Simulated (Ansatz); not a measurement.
**ZnS (Wurtzite-4H) under changes of volume**

One of the cells (19.805 Å³/atom); the others are scaled copies at fixed shape and fractional positions:

```
Zn S
1.0
     3.82270    0.00000    0.00000
    -1.91135    3.31056    0.00000
     0.00000    0.00000   12.52000
Zn S
4 4
Direct
  0.66667 0.33333 0.75000
  0.33333 0.66667 0.25000
  0.00000 0.00000 0.50000
  0.00000 0.00000 0.00000
  0.66667 0.33333 0.93750
  0.33333 0.66667 0.43750
  0.00000 0.00000 0.68750
  0.00000 0.00000 0.18750
```

| Property | Result |
| --- | --- |
| Program | Ansatz 0.2.0 |
| Functional | revPBE |
| Dispersion | D4 |
| Potentials or basis | Ansatz PAW |
| Cutoff | 420 eV (not typed: the program's choice for these potentials) |
| k mesh | 8 × 8 × 3 |
| Occupations | fermi-dirac, width 0.05 eV |
| Spin | no spin polarisation |

```csv
volume (Å³/atom),energy over the lowest point (meV/atom),pressure (GPa),gap on the mesh (eV),largest force (eV/Å)
18.617,?,?,?,?
19.013,0.21,0.9,2.43,0.059
19.409,0.00,-0.7,2.34,0.053
19.805,3.50,-2.1,2.25,0.047
20.202,10.31,-3.4,2.17,0.042
20.598,20.08,-4.5,2.08,0.037
20.994,32.49,-5.5,2.00,0.033
```

**Question.** What does the run at 18.617 Å³/atom give?

**Answer.** Energy over the lowest point 4.57 meV/atom; pressure 2.7 GPa; gap on the mesh 2.53 eV; largest force 0.065 eV/Å.

Worked out: A Birch-Murnaghan fit of order 3 (a polynomial in V^(-2/3)) to the other rows has its minimum at 19.23 Å³/atom with B0 = V·E''(V) = 76 GPa and B' = 4.4 at fixed shape and positions, which overstates the stiffness. It gives 4.55 meV/atom at 18.617 Å³/atom, against the run's 4.57, and -dE/dV = 2.7 GPa, against 2.7. A straight line through the other rows of the gap, of slope -4.34 eV per unit of ln V (its deformation potential), extrapolates to 2.52 eV, against the run's 2.53.

Energies are extrapolated to zero smearing.

Caveats: odd divisions of the mesh miss points on the zone boundary, where band edges often lie, so the gap on the mesh can be too wide; the PAW data sets come from PBE, with cores solved anew for the run's functional, which leaves a small shift of forces and pressure.

A mesh can miss the band edges.
